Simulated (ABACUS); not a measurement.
Wanted: the native input for an ABACUS 3.10.1 run.

```yaml
Task: relaxation of cell and atoms
Functional: PBE
Potentials_or_basis: PseudoDojo NC SR 0.4.1 PBE standard
Cutoff: 1361 eV
Density_cutoff: 5442 eV
Basis: DZP LCAO (the cutoffs set its grid)
k_mesh: 5 × 5 × 5
Occupations: fermi-dirac, width 0.05 eV
Spin: no spin polarisation
Target_pressure: 5 GPa
Radial_cutoff_of_the_potentials_pseudo_rcut: 7 bohr
Orbital_files: Al Al_confined-atom_8au_2s2p1d.orb, O O_confined-atom_6au_2s2p1d.orb
Max_steps_of_the_relaxation: 60
Force_threshold: 0.005 eV/Å
Optimiser: cg
Stress_threshold: 0.2 kbar
SCF_threshold_on_the_density: 1e-07
Max_SCF_steps: 100
Eigensolver: genelpa
Mixing: broyden
Mixing_share: 0.7
Symmetry_key: 1
Bands: 29
```

Al2O3 (Corundum):

```
CELL_PARAMETERS angstrom
2.38025 1.37424 4.33187
-2.38025 1.37424 4.33187
0.00000 -2.74848 4.33187
ATOMIC_POSITIONS crystal
Al 0.85216 0.85216 0.85216
Al 0.64784 0.64784 0.64784
Al 0.14784 0.14784 0.14784
Al 0.35216 0.35216 0.35216
O 0.05668 0.75000 0.44332
O 0.75000 0.44332 0.05668
O 0.44332 0.05668 0.75000
O 0.94332 0.25000 0.55668
O 0.25000 0.55668 0.94332
O 0.55668 0.94332 0.25000
```

The input as run:

INPUT

```
INPUT_PARAMETERS
suffix              Al2O3
calculation         cell-relax
basis_type          lcao
pseudo_dir          ./
orbital_dir         ./
symmetry            1
dft_functional      pbe
ecutwfc             100
pseudo_rcut         7
nspin               1
nbands              29
ks_solver           genelpa
smearing_method     fd
smearing_sigma      0.00367493
scf_thr             1e-07
scf_nmax            100
mixing_type         broyden
mixing_beta         0.7
cal_force           1
cal_stress          1
out_mul             1
relax_nmax          60
force_thr_ev        0.005
relax_method        cg
out_stru            1
stress_thr          0.2
press1              50
press2              50
press3              50
```

STRU

```
ATOMIC_SPECIES
Al 26.9815 Al.upf
O 15.9990 O.upf

NUMERICAL_ORBITAL
Al_confined-atom_8au_2s2p1d.orb
O_confined-atom_6au_2s2p1d.orb

LATTICE_CONSTANT
9.6947165888

LATTICE_VECTORS
0.4639661786 0.2678709981 0.8443817345
-0.4639661786 0.2678709981 0.8443817345
0.0000000000 -0.5357419962 0.8443817345

ATOMIC_POSITIONS
Cartesian

Al
0.0
4
0.0000000000 0.0000000000 2.1586450165 1 1 1
0.0000000000 0.0000000000 1.6410727886 1 1 1
0.0000000000 0.0000000000 0.3745001869 1 1 1
0.0000000000 0.0000000000 0.8920724148 1 1 1

O
0.0
6
-0.3216770309 -0.0214189650 1.0554771681 1 1 1
0.1422891476 0.2892899631 1.0554771681 1 1 1
0.1793878833 -0.2678709981 1.0554771681 1 1 1
0.3216770309 0.0214189650 1.4776680353 1 1 1
-0.1422891476 -0.2892899631 1.4776680353 1 1 1
-0.1793878833 0.2678709981 1.4776680353 1 1 1
```

KPT

```
K_POINTS
0
Gamma
5 5 5 0 0 0
```

Potentials or basis: PseudoDojo NC SR 0.4.1 PBE standard, DZP LCAO (the cutoffs set its grid).

Run with:

```sh
$ OMP_NUM_THREADS=1 mpirun -np 4 abacus > log
```

It gave:

- Relaxed volume: 8.62 Å³/atom
- Relaxed cell: a = 5.144 Å, b = 5.144 Å, c = 5.144 Å, α = 55.50°, β = 55.50°, γ = 55.50°
- Space group after relaxing (to 0.05 Å): R-3c (No. 167)
- Energy change on relaxing (the enthalpy is what falls): -5.4 meV/atom
- Ionic steps: 13
- Pressure after relaxing: 5.0 GPa
- Mulliken charges: Al +0.86, +0.85; O -0.58, -0.56 e

Caveat: the atomic orbitals were generated for these runs and aren't a published set; Mulliken charges move with the basis; the basis of atomic orbitals isn't converged, which shifts pressures, moduli and gaps.

Run time: 5.5 min on 4 MPI ranks on AMD EPYC 7R43 64-Core Processor (Zen 3) (shared host), peak memory 0.56 GiB a rank.
